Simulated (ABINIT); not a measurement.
Runs of ABINIT 10.8.3 (patched build) on Sb. It takes space group Fm-3m (No. 225, cubic). The conventional cell has a = 4.742 Å, b = 4.742 Å, c = 4.742 Å, α = 90.00°, β = 90.00°, γ = 90.00°. Around Sb (site symmetry m-3m) lie 12 Sb at 3.35 Å. This isn't the form of Sb at room conditions, which is rhombohedral.

```csv
task,cell,k mesh,cutoff (eV),bands in the sums,broadening (eV),scissor shift (eV),tensor components,cell freedom (optcell),mesh quality,gap on the mesh (eV),pressure (GPa)
optical spectrum,as given,"6 × 6 × 6, with 4 shifts",1088,20,0.2,0,[11],-,not flagged,-,-2.2
relaxation of cell and atoms,relaxed,8 × 8 × 8,1143,-,-,-,-,2,not flagged,none,0.0
single point,as given,8 × 8 × 8,1088,-,-,-,-,-,not flagged,none,-1.8
single point,cell relaxed,8 × 8 × 8,1143,-,-,-,-,-,not flagged,none,0.0
phonon dispersion,cell relaxed at zero pressure by an earlier run,"4 × 4 × 4, with 4 shifts",1143,-,-,-,-,-,coarse,-,(a)
```

Alike in all rows: level LDA; potentials or basis PseudoDojo NC SR LDA v0.4.1 standard; no spin polarisation; smearing fermi-dirac 0.05 eV.

Task: Estimate the missing entries.

Result: (a) -0.5.

Caveats: some runs use coarse meshes; the intraband (Drude) term is left out (some runs); spectra need much finer meshes, so this one isn't converged (some runs); independent-particle spectra lack excitons (some runs); the mesh is coarse for a metal's response (some runs); some modes are imaginary (some runs).

A k mesh can miss the band edges, and the runs leave out spin-orbit coupling on Sb.

A gap of «none» marks a metal or a gap under the smearing width.
